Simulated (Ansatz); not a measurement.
MgTe (F-43m) from a database structure at its r2SCAN geometry, run in the plane-wave code Ansatz at 4 levels of theory. Calculated for a static, non-magnetic cell.

The PBE+SOC input:
```yaml
crystal:
  lattice:
    - [0.0, 3.233119885, 3.233119885]
    - [3.233119885, 0.0, 3.233119885]
    - [3.233119885, 3.233119885, 0.0]
  atoms:
    - { symbol: Mg, position: [0.0, 0.0, 0.0] }
    - { symbol: Te, position: [0.75, 0.75, 0.75] }
kpoints:
  mp_grid: { grid: [8, 8, 8] }
  band_path:
    path:
      - [0.0, 0.0, 0.0]
      - [-0.5, -0.5, 0.0]
      - [-0.375, -0.375, 0.25]
      - [-0.375, 0.0, 0.375]
      - [0.0, 0.0, 0.5]
      - [-0.5, -0.25, 0.25]
    npoints: 1
hamiltonian:
  xc: pbe
scf:
  occupations: { method: fixed }
  n_extra_bands: 8
magnetization:
  noncollinear: true
  spin_orbit: true
output:
  forces: true
  stress: true
  eigenvalues: true
```

Main results, then, where recorded, the levels near the gap in eV from the Fermi energy (columns number the bands from 0), one row a point of the path (Γ, X, U, K, L, W):
```
Crystal: 2 atoms, lattice volume = 67.592 Å³
Symmetry: 24 space group operations + 24 with time reversal
Magnetic group: BNS 216.75 (UNI 1577)
```
```
Basis set: ecut = 420 eV, 1363 PW (Γ)
k-points: 29 of 512 (time reversal used)
SCF converged after 7 iterations
Free energy (F): -8908.265706 eV
Fermi energy:    4.555803 eV
--- Stress (GPa, compression-positive) ---
        0.719561       0.000000       0.000000
        0.000000       0.719561       0.000000
        0.000000       0.000000       0.719561
  P = ⅓ Tr σ = 0.7196 GPa (7.196 kbar)
```
```tsv
band_20	band_21	band_22	band_23	band_24	band_25	band_26	band_27	band_28	band_29	band_30	band_31
-0.842	-0.842	0.000	0.000	0.000	0.000	2.153	2.153	5.206	5.206	5.206	5.206
-3.342	-3.342	-1.635	-1.635	-1.235	-1.235	2.588	2.588	3.279	3.279	9.043	9.043
-3.211	-2.982	-2.378	-2.059	-1.196	-1.164	3.187	3.203	4.873	5.013	7.503	7.521
-3.211	-2.982	-2.378	-2.059	-1.196	-1.164	3.187	3.203	4.873	5.013	7.503	7.521
-3.499	-3.499	-0.937	-0.937	-0.438	-0.438	2.955	2.955	5.263	5.263	5.271	5.271
-3.140	-2.808	-2.429	-1.952	-1.677	-1.616	4.287	4.303	5.255	5.479	5.922	5.930
```

With PBE+SOC the gap is 2.15 eV and direct, at Γ.

DDH-PBE0. Against the first input these blocks differ (the band path and keys that only write files left aside):
```yaml
crystal:
  host: atoms
kpoints:
  mp_grid: { grid: [6, 6, 6] }
hamiltonian:
  xc:
    exchange: pbe
    correlation: pbe
    exx: { coeff: inverse_dielectric }
scf:
  occupations: { method: fixed }
  n_extra_bands: 4
```
(magnetization left out)

```
ε∞ on k-mesh 4×4×4 of a primitive cell: xx 5.5137, yy 5.5137, zz 5.5137; 3/Tr ε∞, of that cell with its empty space = 0.1813660868119468
Basis set: ecut = 420 eV, 1363 PW (Γ)
k-points: 16 of 216 (time reversal used)
hybrid outer 1: dexx = +2.011e-3 eV, tail = 2.39e-5 eV
hybrid outer 2: dexx = +4.393e-8 eV, tail = 1.53e-8 eV, Δε = 2.75e-3 eV
hybrid SCF converged: 2 outer / 8 inner (+2 warm-up)
Free energy (F): -8908.612747 eV
Fermi energy:    3.654966 eV
--- Stress (GPa, compression-positive) ---
        0.135606       0.000000       0.000000
        0.000000       0.135606       0.000000
        0.000000       0.000000       0.135606
  P = ⅓ Tr σ = 0.1356 GPa (1.356 kbar)
```
```tsv
band_10	band_11	band_12	band_13	band_14	band_15
0.000	0.000	0.000	3.485	6.635	6.635
-3.279	-1.272	-1.272	3.841	4.607	10.980
-3.009	-2.083	-1.025	4.494	6.360	9.169
-3.009	-2.083	-1.025	4.494	6.360	9.169
-3.468	-0.451	-0.451	4.305	6.676	6.676
-2.886	-2.019	-1.546	5.631	6.870	7.406
```

The DDH-PBE0 gap is direct at Γ: 3.48 eV. The mean stress, +0.1 GPa, is small, and the program warns that its thresholds are loose for a hybrid's stress.

PBE0. Against the first input these blocks differ (the band path and keys that only write files left aside):
```yaml
kpoints:
  mp_grid: { grid: [6, 6, 6] }
hamiltonian:
  xc: pbe0
scf:
  occupations: { method: fixed }
  n_extra_bands: 4
```
(magnetization left out)

```
Basis set: ecut = 420 eV, 1363 PW (Γ)
k-points: 16 of 216 (time reversal used)
hybrid outer 1: dexx = +5.119e-3 eV, tail = 8.26e-5 eV
hybrid outer 2: dexx = +2.991e-7 eV, tail = 2.39e-8 eV, Δε = 4.49e-3 eV
hybrid SCF converged: 2 outer / 9 inner (+2 warm-up)
Free energy (F): -8909.794713 eV
Fermi energy:    3.407967 eV
--- Stress (GPa, compression-positive) ---
       -0.072549       0.000000       0.000000
        0.000000      -0.072549       0.000000
        0.000000       0.000000      -0.072549
  P = ⅓ Tr σ = -0.0725 GPa (-0.725 kbar)
```
```tsv
band_10	band_11	band_12	band_13	band_14	band_15
0.000	0.000	0.000	3.904	7.082	7.082
-3.368	-1.307	-1.307	4.222	5.018	11.503
-3.087	-2.139	-1.054	4.892	6.798	9.653
-3.087	-2.139	-1.054	4.892	6.798	9.653
-3.564	-0.464	-0.464	4.727	7.114	7.114
-2.959	-2.075	-1.585	6.033	7.347	7.871
```

With PBE0 the gap is 3.90 eV and direct, at Γ. The mean stress, -0.1 GPa, is small, and the program warns that its thresholds are loose for a hybrid's stress.

Hartree-Fock. Against the first input these blocks differ (the band path and keys that only write files left aside):
```yaml
kpoints:
  mp_grid: { grid: [6, 6, 6] }
hamiltonian:
  xc: hf
scf:
  occupations: { method: fixed }
  n_extra_bands: 4
```
(magnetization left out)

```
Basis set: ecut = 420 eV, 1363 PW (Γ)
k-points: 16 of 216 (time reversal used)
hybrid outer 1: dexx = +2.539e-1 eV, tail = 1.67e-2 eV
hybrid outer 2: dexx = +2.076e-4 eV, tail = 6.76e-5 eV, Δε = 5.27e-2 eV
hybrid outer 3: dexx = +1.325e-6 eV, tail = 3.19e-7 eV, Δε = 1.28e-3 eV, ΔF = 1.85e-17 eV/Å
hybrid outer 4: dexx = +6.527e-9 eV, tail = 9.02e-9 eV, Δε = 2.75e-4 eV, ΔF = 1.85e-17 eV/Å
hybrid SCF converged: 4 outer / 17 inner (+2 warm-up)
Free energy (F): -8834.597523 eV
Fermi energy:    1.862136 eV
--- Stress (GPa, compression-positive) ---
        2.082095       0.000000       0.000000
        0.000000       2.082095       0.000000
        0.000000       0.000000       2.082095
  P = ⅓ Tr σ = 2.0821 GPa (20.821 kbar)
```
```tsv
band_10	band_11	band_12	band_13	band_14	band_15
0.000	0.000	0.000	9.003	12.200	12.200
-4.140	-1.621	-1.621	8.766	9.798	17.396
-3.764	-2.606	-1.300	9.577	11.815	15.174
-3.764	-2.606	-1.300	9.577	11.815	15.174
-4.393	-0.574	-0.574	9.701	12.132	12.132
-3.593	-2.548	-1.897	10.738	12.767	12.978
```

With Hartree-Fock the valence top lies at Γ and the conduction bottom at X, 8.77 eV higher; the smallest vertical gap, at Γ, is 9.00 eV. The mean pressure is +2.1 GPa (compression positive), so Hartree-Fock would enlarge the cell's volume. The stress of a hybrid is loosely converged here.

The hybrids run on coarser meshes, which limits their stresses and small splittings of levels.

Totals of different functionals, or with and without spin-orbit coupling, can't be compared.

Only the levels marked +SOC include spin-orbit coupling.
